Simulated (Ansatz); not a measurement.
# Stack of 2H-MoSSe under blue phosphorene, shifted by two thirds of the diagonal in a perpendicular field

Wanted: the out-of-plane response of the stack of 2H-MoSSe under blue phosphorene, shifted by two thirds of the diagonal. A positive field points along +c.

Program: Ansatz 0.2.0. Level of theory: plane-wave DFT, LDA, Ansatz PAW, in the first sound run; inputs show where later runs differ. Results are calculated unless marked as measured.

### Step 1. Starting point

The cell holds 5 atoms: 1 Se, 1 Mo, 1 S and 2 P. Cell: a = 3.265 Å, b = 3.265 Å, c = 25.733 Å, α = 90.0°, β = 90.0°, γ = 120.0°. Regions: layer 1: 2H-MoSSe, 3 atoms (1 Se, 1 Mo and 1 S); layer 2: blue phosphorene, 2 atoms (2 P). Vacuum lies along c.

### Step 2. Relaxing the slab

The starting cell is a guess, so the in-plane lattice and the atoms are relaxed first, with the slab cut off from its images along the normal. The program lengthens the vector along the normal by itself, so c and the volume that it reports differ from the typed ones.

input.yaml reads:

```yaml
crystal:
  lattice:
    - [3.265, 0.0, 0.0]
    - [-1.6325, 2.8275729434, 0.0]
    - [0.0, 0.0, 25.7330713782]
  atoms:
    - { symbol: Se, position: [0.3333333333, 0.6666666667, 0.3497444929] }
    - { symbol: Mo, position: [0.0, 0.0, 0.4200208093] }
    - { symbol: S, position: [0.3333333333, 0.6666666667, 0.4816009405] }
    - { symbol: P, position: [0.3333333333, 0.6666666667, 0.6020684881] }
    - { symbol: P, position: [0.0, 0.0, 0.6502555071] }
  periodic: [true, true, false]
kpoints:
  mp_grid: { grid: [12, 12, 1] }
hamiltonian:
  xc: lda
scf:
  occupations: { method: fermi_dirac, width: 0.05 }
  convergence: { dr2_threshold: 1.0e-09 }
relax:
  f_tol: 0.004
  max_steps: 90
  cell: {}
output:
  write_potential: true
  write_density: true
  volumetric_format: npy
```

The run is started by

```sh
$ ansatz run input.yaml --threads 4 --pin off --max-ram 6144MiB --backend cpu --events-out ev --progress --plain --runs-dir out
```

Numbers of over 12 decimals in the logs are rounded to 6 here.

The log of the run:

```text
Warning: crystal.periodic: the lattice vector that does not repeat stood 0.000° off the slab's normal, 25.733 Å along it as the deck builds it. The run solves the slab on a vector along the normal, 39.266 Å long, with every atom where it was (on the deck's vector they left 18.00 Å outside them, and the widest stretch free of ions among them is 3.10 Å). A fractional position that the run reports is one of the run's ce [...]
Warning: relax.cell: scf.convergence.dr2_threshold = 1e-9 eV is looser than the 1.59001814335e-10 eV advised for a relaxation that steers and ends on the stress (1e-10 eV for each atom of the cell: 5, times the square of relax.cell.stress_2d_tol = 0.05 N/m over 17.7 Å (the atoms' height at the walk's start and 5 Å past either face), 2.820e-2 GPa, over a crystal's default 0.05). What an SCF threshold leaves in a stress goes as its square root, and in the free energy as the threshold itself, and one threshold admits the most on a small cell: [figures from the program's tests cut] Set scf.convergence.dr2_threshold to 1.59001814335e-10 eV or tighter. [rest of the remark cut]
crystal.periodic: the lattice vector that does not repeat stood 0.000° off the slab's normal, 25.733 Å along it as the deck builds it. The run solves the slab on a vector along the normal, 39.266 Å long, with every atom where it was (on the deck's vector they left 18.00 Å outside them, and the widest stretch free of ions among them is 3.10 Å). A fractional position that the run reports is one of the run's cell, which [...]
Engine: ansatz 0.2.0, aarch64-unknown-linux-gnu
Pseudopotentials: kind: paw
Pseudopotential: Se, paw, valence charge 16, recommended cutoff 420 eV (normal), Se.paw.azcp
Pseudopotential: Mo, paw, valence charge 14, recommended cutoff 420 eV (normal), Mo.paw.azcp
Pseudopotential: S, paw, valence charge 6, recommended cutoff 420 eV (normal), S.paw.azcp
Pseudopotential: P, paw, valence charge 5, recommended cutoff 420 eV (normal), P.paw.azcp
Functional definition: SPW92
  exchange = slater_x
  correlation = pw_c
Crystal: 5 atoms, lattice volume = 362.506 Å³
Basis set: ecut = 420 eV, 7223 PW (Γ)
Bands: 28, of which v1, the nominal top of the filled ones, is band 23 counted from 1 (22 counted from 0)
Symmetry: 6 space group operations
Space group: P3m1 (ITA 156), of the structure as read, at distance tolerance 7.1e-5 Å
k-points: 19 of 144 (time reversal used)
Non-local potential: Se, projectors of the file, l = 0: 2, l = 1: 2, l = 2: 3, l = 3: 1
Non-local potential: Mo, projectors of the file, l = 0: 3, l = 1: 2, l = 2: 2, l = 3: 1
Non-local potential: S, projectors of the file, l = 0: 2, l = 1: 2, l = 2: 2
Non-local potential: P, projectors of the file, l = 0: 2, l = 1: 2, l = 2: 2
PAW form: soft (Blöchl's): semilocal exchange-correlation on the pseudo side does not see the compensation charge
PAW frozen core: Se, regenerated for the run's functional, and the local potential with it (the file was generated under x = pbe(κ = 0.804, μ = 0.219515), c = pbe(β = 0.066725))
PAW frozen core: Mo, regenerated for the run's functional, and the local potential with it (the file was generated under x = pbe(κ = 0.804, μ = 0.219515), c = pbe(β = 0.066725))
PAW frozen core: S, regenerated for the run's functional, and the local potential with it (the file was generated under x = pbe(κ = 0.804, μ = 0.219515), c = pbe(β = 0.066725))
PAW frozen core: P, regenerated for the run's functional, and the local potential with it (the file was generated under x = pbe(κ = 0.804, μ = 0.219515), c = pbe(β = 0.066725))
PAW one-centre angular grid: Se, 590 points (default); XC on 64 Gauss nodes
PAW one-centre angular grid: Mo, 590 points (default); XC on 64 Gauss nodes
PAW one-centre angular grid: S, 110 points (default); XC on 64 Gauss nodes
PAW one-centre angular grid: P, 110 points (default); XC on 64 Gauss nodes
Initial density: superposition of atomic densities (neutral atoms: chi_scale 0, normalization atom), corrected by the library's trained network
Initial wavefunctions: pseudopotential atomic-orbital guess
Functional: x = slater, c = lda
SCF iter   1: F=—  HF=-12549.451647 eV  |F-HF|=—  |Δ(HF+E_count)|=         —  Δρ=4.33e-3  dr2=3.48e-1  ethr=1.77e-3  ⟨swp⟩=14.3  Hψ=4037  notcnv=0
preconditioner: auto → Resta (q_TF=auto, 1.934 Å⁻¹)  ε∞=2.8  [insulator: Δε(μ)=0.830 eV  Ē_g=7.654 eV  σ=0.050 eV  W_gap=1.00  n_scr=24 (ndim 8)  ℏωp=10.3 eV  f_vac=0.704  D(μ)=0.00/eV (n_scr^D=0)  ε∞_Penn≈2.8  vacuum switching on, ρ_ref=4.2e-3 e/Å³]
SCF iter   2: F=—  HF=-12549.500590 eV  |F-HF|=—  |Δ(HF+E_count)|=   4.89e-2  Δρ=4.83e-3  dr2=1.01e0  ethr=7.56e-4  ⟨swp⟩=4.0  Hψ=1066  notcnv=0  defer=1  recentre
SCF iter   3: F=—  HF=-12549.429872 eV  |F-HF|=—  |Δ(HF+E_count)|=   7.07e-2  Δρ=2.26e-3  dr2=2.74e-2  ethr=7.56e-4  ⟨swp⟩=3.1  Hψ=1061  notcnv=0
SCF iter   4: F=—  HF=-12549.430000 eV  |F-HF|=—  |Δ(HF+E_count)|=   1.28e-4  Δρ=8.89e-4  dr2=1.05e-2  ethr=5.95e-5  ⟨swp⟩=2.7  Hψ=1017  notcnv=0
SCF iter   5: F=—  HF=-12549.429040 eV  |F-HF|=—  |Δ(HF+E_count)|=   9.60e-4  Δρ=2.51e-4  dr2=9.90e-4  ethr=2.29e-5  ⟨swp⟩=2.9  Hψ=751  notcnv=0
SCF iter   6: F=—  HF=-12549.428924 eV  |F-HF|=—  |Δ(HF+E_count)|=   1.16e-4  Δρ=1.47e-4  dr2=1.44e-4  ethr=2.15e-6  ⟨swp⟩=3.3  Hψ=911  notcnv=0
SCF iter   7: F=—  HF=-12549.429005 eV  |F-HF|=—  |Δ(HF+E_count)|=   8.11e-5  Δρ=1.67e-4  dr2=5.66e-4  ethr=3.14e-7  ⟨swp⟩=3.1  Hψ=1170  notcnv=0  recentre
SCF iter   8: F=—  HF=-12549.428905 eV  |F-HF|=—  |Δ(HF+E_count)|=   1.00e-4  Δρ=3.22e-5  dr2=1.07e-5  ethr=3.14e-7  ⟨swp⟩=2.5  Hψ=1058  notcnv=0
SCF iter   9: F=—  HF=-12549.428910 eV  |F-HF|=—  |Δ(HF+E_count)|=   5.53e-6  Δρ=1.65e-5  dr2=2.38e-6  ethr=2.32e-8  ⟨swp⟩=3.3  Hψ=1132  notcnv=0
SCF iter  10: F=—  HF=-12549.428824 eV  |F-HF|=—  |Δ(HF+E_count)|=   8.64e-5  Δρ=4.33e-6  dr2=1.14e-7  ethr=5.17e-9  ⟨swp⟩=3.0  Hψ=1122  notcnv=0
SCF iter  11: F=—  HF=-12549.428824 eV  |F-HF|=—  |Δ(HF+E_count)|=   2.86e-8  Δρ=1.03e-6  dr2=1.88e-8  ethr=2.48e-10  ⟨swp⟩=4.0  Hψ=1339  notcnv=0
SCF iter  12: F=—  HF=-12549.428824 eV  |F-HF|=—  |Δ(HF+E_count)|=   6.10e-9  Δρ=3.89e-7  dr2=1.50e-9  ethr=4.09e-11  ⟨swp⟩=2.6  Hψ=762  notcnv=0
SCF iter  13: F=-12549.428824 eV  HF=-12549.428824 eV  |F-HF|=4.73e-11  |Δ(HF+E_count)|=  3.60e-10  Δρ=1.03e-7  dr2=6.58e-11  ethr=2.17e-12  ⟨swp⟩=11.8  Hψ=4152  notcnv=0
SCF 1 converged in 13 iterations: F = -12549.428824 eV  dr2 = 6.58e-11
  greatest PAW one-centre occupation: 1.000 electrons in one spin orbital (limit 2), on the Se atom at site 0 (counted from 0), in its partial waves of l = 2
[...]
SCF iter  11: F=—  HF=-12549.802840 eV  |F-HF|=—  |Δ(HF+E_count)|=   4.10e-8  Δρ=7.79e-7  dr2=4.09e-9  ethr=8.36e-11  ⟨swp⟩=2.9  Hψ=1167  notcnv=0
SCF iter  12: F=—  HF=-12549.802840 eV  |F-HF|=—  |Δ(HF+E_count)|=   2.61e-9  Δρ=1.22e-6  dr2=1.74e-8  ethr=2.17e-12  ⟨swp⟩=12.9  Hψ=4506  notcnv=0  recentre
SCF iter  13: F=-12549.802840 eV  HF=-12549.802840 eV  |F-HF|=9.09e-11  |Δ(HF+E_count)|=   2.12e-9  Δρ=1.90e-7  dr2=4.18e-10  ethr=2.17e-12  ⟨swp⟩=9.3  Hψ=4022  notcnv=0
SCF 3 converged in 13 iterations: F = -12549.802840 eV  dr2 = 4.18e-10
relax step   3: F+E_penalty+E_count = -12549.80284015 eV  Δ(F+E_penalty+E_count) = -1.716e-1 eV  max|allowed force component| = 2.725e-1 eV/Å  Δτ_max = 0.1940 Å  P = -1.977 N/m  Ω = 350.931 Å³  energy of the carried Pulay correction = +6.302e-4 eV  fix = [c, alpha, beta]  reactions: c -0.000 N/m  (13 SCF iters, accepted)
[...]
relax step   4: F+E_penalty+E_count = -12549.81886142 eV  Δ(F+E_penalty+E_count) = -1.602e-2 eV  max|allowed force component| = 1.164e-1 eV/Å  Δτ_max = 0.1911 Å  P = -0.588 N/m  Ω = 348.459 Å³  energy of the carried Pulay correction = +7.674e-4 eV  fix = [c, alpha, beta]  reactions: c -0.000 N/m  (12 SCF iters, accepted)
[...]
relax step   5: F+E_penalty+E_count = -12549.81776751 eV  Δ(F+E_penalty+E_count) = +1.094e-3 eV  max|allowed force component| = 3.143e-1 eV/Å  Δτ_max = 0.0556 Å  P = +0.128 N/m  Ω = 347.280 Å³  energy of the carried Pulay correction = +8.332e-4 eV  fix = [c, alpha, beta]  (11 SCF iters, rejected (line search))
[...]
relax step   6: F+E_penalty+E_count = -12549.82058956 eV  Δ(F+E_penalty+E_count) = -1.728e-3 eV  max|allowed force component| = 1.824e-2 eV/Å  Δτ_max = 0.0271 Å  P = +0.135 N/m  Ω = 346.545 Å³  energy of the carried Pulay correction = +8.743e-4 eV  fix = [c, alpha, beta]  reactions: c +0.000 N/m  (10 SCF iters, accepted)
[...]
relax step   7: F+E_penalty+E_count = -12549.82066634 eV  Δ(F+E_penalty+E_count) = -7.678e-5 eV  max|allowed force component| = 1.357e-2 eV/Å  Δτ_max = 0.0119 Å  P = -0.007 N/m  Ω = 346.947 Å³  energy of the carried Pulay correction = +8.518e-4 eV  fix = [c, alpha, beta]  reactions: c -0.000 N/m  (10 SCF iters, accepted)
[...]
relax step   8: F+E_penalty+E_count = -12549.82067715 eV  Δ(F+E_penalty+E_count) = -1.081e-5 eV  max|allowed force component| = 2.897e-3 eV/Å  Δτ_max = 0.0034 Å  P = -0.002 N/m  Ω = 346.937 Å³  energy of the carried Pulay correction = +8.524e-4 eV  fix = [c, alpha, beta]  reactions: c -0.000 N/m  (9 SCF iters, accepted)
Initial wavefunctions: pseudopotential atomic-orbital guess (no wavefunctions were taken with the density)
iter 1 solved again at ethr=2.04e-7 eV; its pass at ethr=3.10e-3 eV (dr2=9.36e-5 eV) is discarded
SCF iter   1: F=—  HF=-12549.820043 eV  |F-HF|=—  |Δ(HF+E_count)|=         —  Δρ=2.18e-5  dr2=1.76e-7  ethr=2.04e-7  ⟨swp⟩=6.3  Hψ=6809  notcnv=0
SCF iter   2: F=—  HF=-12549.819956 eV  |F-HF|=—  |Δ(HF+E_count)|=   8.76e-5  Δρ=1.14e-5  dr2=6.36e-8  ethr=3.82e-10  ⟨swp⟩=4.2  Hψ=1527  notcnv=0
SCF iter   3: F=—  HF=-12549.819956 eV  |F-HF|=—  |Δ(HF+E_count)|=   8.58e-8  Δρ=3.69e-6  dr2=8.49e-8  ethr=1.38e-10  ⟨swp⟩=2.8  Hψ=908  notcnv=0
SCF iter   4: F=—  HF=-12549.819956 eV  |F-HF|=—  |Δ(HF+E_count)|=   2.53e-9  Δρ=1.97e-6  dr2=2.30e-8  ethr=1.38e-10  ⟨swp⟩=2.7  Hψ=808  notcnv=0
SCF iter   5: F=—  HF=-12549.819956 eV  |F-HF|=—  |Δ(HF+E_count)|=  2.11e-10  Δρ=7.23e-7  dr2=2.40e-9  ethr=5.00e-11  ⟨swp⟩=2.3  Hψ=659  notcnv=0
SCF iter   6: F=-12549.819956 eV  HF=-12549.819956 eV  |F-HF|=7.64e-11  |Δ(HF+E_count)|=  1.24e-10  Δρ=1.90e-7  dr2=3.79e-11  ethr=2.17e-12  ⟨swp⟩=14.9  Hψ=4497  notcnv=0
SCF 9 converged in 6 iterations: F = -12549.819956 eV  dr2 = 3.79e-11
relax step   9: F+E_penalty+E_count = -12549.81995578 eV  Δ(F+E_penalty+E_count) = +7.214e-4 eV  max|allowed force component| = 3.150e-3 eV/Å  Δτ_max = 0.0000 Å  P = -0.012 N/m  Ω = 346.937 Å³  fix = [c, alpha, beta]  reactions: c -0.000 N/m  stress off target by 1.21e-2 N/m on what of the cell is left free  SCF on the basis re-selected at this cell (its energy is not comparable with the rows above)  (6 SCF iters)
basis re-selected at this cell: Δ(F+E_penalty+E_count) = +7.214e-4 eV, ΔP = -0.010 N/m vs the last step (what re-selecting the basis moved, of the pressure what is left beyond the Pulay correction that the steps carried, after the strain that the cell walked since its last selection, with what the two solves' SCF thresholds leave and, on support functions, any second-order correction that the steps lacked; it is no m [...]
WARN: The output density's exchange-correlation potential varies sharply where the density is thin. Do not read a vacuum level from v_tot or v_xc, or from such a field of the output density. On a cell that repeats whose density bears no net charge and no dipole along the vacuum's axis use v_es (v_loc + v_h of the components); under efield.dipole_correction with no amplitude use v_es + v_field, which holds any externa [...]
SCF converged after 6 iterations
Free energy (F): -12549.819956 eV
Harris-Foulkes:  -12549.819956 eV  (|F-HF|=7.64e-11)
Internal energy: -12549.819956 eV  (E = F + TS)
E sigma→0 (E₀):  -12549.819956 eV
Entropy (-TS):   -0.000000 eV (-0.000 meV/atom)
Fermi energy:    -4.953222 eV
--- Per-component energies (eV) ---
  E_band       = -1218.789529
  E_kinetic    = 812.187945
  E_local      = -148751.540647  (includes V_loc(G=0)·N_el)
  E_nonlocal   = -340.835627
  E_hartree    = 73777.815432
  E_xc         = -505.783903
  E_vxc        = -538.141557  (∫ρ·V_xc dr)
  E_paw        = -6565.351077  (= ΣΔE_a)
  E_vpaw       = 43.910359  (= ΣTr[D̂ρ^β])
  E_aug_tail   = -0.000581  (compensation charges beyond the density's cutoff)
  E_ewald      = 69020.610423
  E_core_change = 3.078079  (= ΣΔE_core)
  E_smearing   = -0.000000  (= −TS)
  E_closure    = 0.000000  (closes the sum)
  Σ components = -12549.819956   (vs F -12549.819956, Δ=0.00e0)
--- Forces (eV/Å), atoms counted from 1 ---
  atom   1  Se    -0.00000000     0.00000000     0.00167351
  atom   2  Mo    -0.00000000     0.00000000    -0.00136685
  atom   3  S      0.00000000     0.00000000     0.00009750
  atom   4  P      0.00000000    -0.00000000    -0.00312680
  atom   5  P     -0.00000000     0.00000000     0.00283629
  max |Σ_I F_I| component: 1.14e-4 eV/Å
--- 2D stress c σ (N/m, compression-positive) ---
       -0.012054      -0.000000      -0.000000
       -0.000000      -0.012054       0.000000
       -0.000000       0.000000      -0.000000
  P = ½ c Tr σ = -0.0121 N/m
--- Band table (eV; the first three rows and the last of 19) ---
  k-point 0: bands = [... 19 lower, -6.7817, -5.9402, -5.9402, -5.6854, -2.8479, -2.8479, -2.4702, -2.4702, ... 1 higher]
  k-point 1: bands = [... 19 lower, -6.8861, -6.6932, -6.2187, -5.7076, -3.0477, -2.8939, -2.7421, -2.5514, ... 1 higher]
  k-point 2: bands = [... 19 lower, -6.9983, -6.8086, -6.5638, -5.8703, -3.6054, -3.1475, -2.9981, -2.9318, ... 1 higher]
  k-point 18: bands = [... 19 lower, -8.1127, -7.8215, -7.6553, -5.8431, -4.1648, -4.1335, -2.9596, -2.3160, ... 1 higher]
  the weakly bound empty levels are not read free of the cell's end (no_gap_told)
--- Relaxed structure (8 steps of the walk, 7 accepted, 1 SCFs on fresh bases) ---
  F+E_penalty+E_count = -12549.81995578 eV   max|allowed force component| = 3.150e-3 eV/Å   (the final SCF, on the basis selected at the relaxed cell)
  cell:  # Å, volume = 346.9365 Å³
    - [3.194115, 0.0, 0]
    - [-1.597058, 2.766185, 0]
    - [0, 0, 39.266143]
  atoms:
    - { symbol: Se, position: [0.333333, 0.666667, 0.226287] }
    - { symbol: Mo, position: [1.2892991703303274e-17, 4.4408920981128846e-17, 0.269221] }
    - { symbol: S, position: [0.333333, 0.666667, 0.307804] }
    - { symbol: P, position: [0.333333, 0.666667, 0.402875] }
    - { symbol: P, position: [3.5248475195795754e-17, 4.4408920981128846e-17, 0.434606] }
```

Wall time 57 s (4 threads of Arm Neoverse V2, shared host); peak memory 0.7 GiB; 3.6 min of CPU time.

Relaxation path:

| step | energy less that of the first step (eV) | largest force component (eV/Å) | volume (Å³) |
| --- | --- | --- | --- |
| 1 | 0.0000 | 2.0401 | 362.51 |
| 2 | -0.2024 | 2.2870 | 355.66 |
| 3 | -0.3740 | 0.2725 | 350.93 |
| 4 | -0.3900 | 0.1164 | 348.46 |
| 5 | -0.3889 | 0.3143 | 347.28 |
| 6 | -0.3918 | 0.0182 | 346.54 |
| 7 | -0.3918 | 0.0136 | 346.95 |
| 8 | -0.3919 | 0.0029 | 346.94 |
| 9* | -0.3911 | 0.0032 | 346.94 |

Relaxation steps marked * repeat the geometry before them on a plane-wave basis chosen anew for their cell, so energy and pressure can jump there. Relaxation step 5 was tried and not accepted.

Forces are held to the 6 operations that the run works with; a distortion that breaks them can't arise in this run.

| cell as run | before | after | change |
| --- | --- | --- | --- |
| a (Å) | 3.265 | 3.194 | -2.2 % |
| b (Å) | 3.265 | 3.194 | -2.2 % |

The atoms that moved most (Å, along periodic axes as changes of fractional coordinates times the final cell, across vacuum about the mean position):

| atom | dx | dy | dz | length |
| --- | --- | --- | --- | --- |
| P5 | 0.000 | 0.000 | 0.332 | 0.332 |
| P4 | 0.000 | 0.000 | 0.326 | 0.326 |
| S3 | 0.000 | 0.000 | -0.307 | 0.307 |
| Mo2 | 0.000 | 0.000 | -0.237 | 0.237 |
| Se1 | 0.000 | 0.000 | -0.115 | 0.115 |

The relaxed structure:

```cif
data_structure
_symmetry_space_group_name_H-M 'P 1'
_symmetry_Int_Tables_number 1
_cell_length_a 3.1941
_cell_length_b 3.1941
_cell_length_c 39.2661
_cell_angle_alpha 90.000
_cell_angle_beta 90.000
_cell_angle_gamma 120.000
_cell_volume 346.94
loop_
_atom_site_label
_atom_site_type_symbol
_atom_site_fract_x
_atom_site_fract_y
_atom_site_fract_z
_atom_site_occupancy
Se1 Se 0.33333 0.66667 0.22629 1
Mo2 Mo 0.00000 0.00000 0.26922 1
S3 S 0.33333 0.66667 0.30780 1
P4 P 0.33333 0.66667 0.40288 1
P5 P 0.00000 0.00000 0.43461 1
```

The lattice constant a goes from 3.265 to 3.194 Å.

(Continued in part 2 of 4.)

[Logs are printed without paths, hosts, clocks, repeated set-up lines and the standing remarks that a program may print on its own settings, such as how far it seeks lower states.]

[Hosts, paths, dates, database ids (printed as entryN), source tags and the programs' standing remarks are cut or masked in the printed files.]

[Maps of the electrostatic potential energy from Ansatz leave out the sawtooth potential of an applied field or a dipole correction, so their vacuum need not be flat; planar profiles and work functions include it.]
